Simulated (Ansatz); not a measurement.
**Vibrational response of TaN**

Level of theory: DFT PBE, scalar-relativistic, plane waves, PAW in Ansatz 0.2.0. Cutoff 420 eV, 16×16×16 k-points (Γ-centred), Fermi-Dirac smearing of 0.15 eV. No spin polarisation. Phonons by linear response, acoustic sum rule imposed.

Relaxed structure:
```
CELL_PARAMETERS angstrom
0.00000 2.20920 2.20920
2.20920 0.00000 2.20920
2.20920 2.20920 0.00000
ATOMIC_POSITIONS crystal
Ta 0.50000 0.50000 0.50000
N 0.00000 0.00000 0.00000
```

In a metal, frequencies and elastic constants depend on the k mesh and the smearing, soft modes and shear constants most. Spin–orbit coupling is left out, which can shift energies with elements as heavy as these.

Question: Is this structure stable against zone-centre distortions?

Answer: Yes, at Γ: no optical mode is imaginary. Strains and other wave vectors aren't tested by this run.

Question: List the optical modes at Γ (i marks imaginary ones).

Answer:
```json
{"frequency (cm⁻¹)": "382", "degeneracy": "3"}
```

This rock-salt form isn't the usual stable structure of the compound.

Cost: 1 run of about 0.5 core-minutes, on AMD EPYC 7R43 (Zen 3) (shared hosts).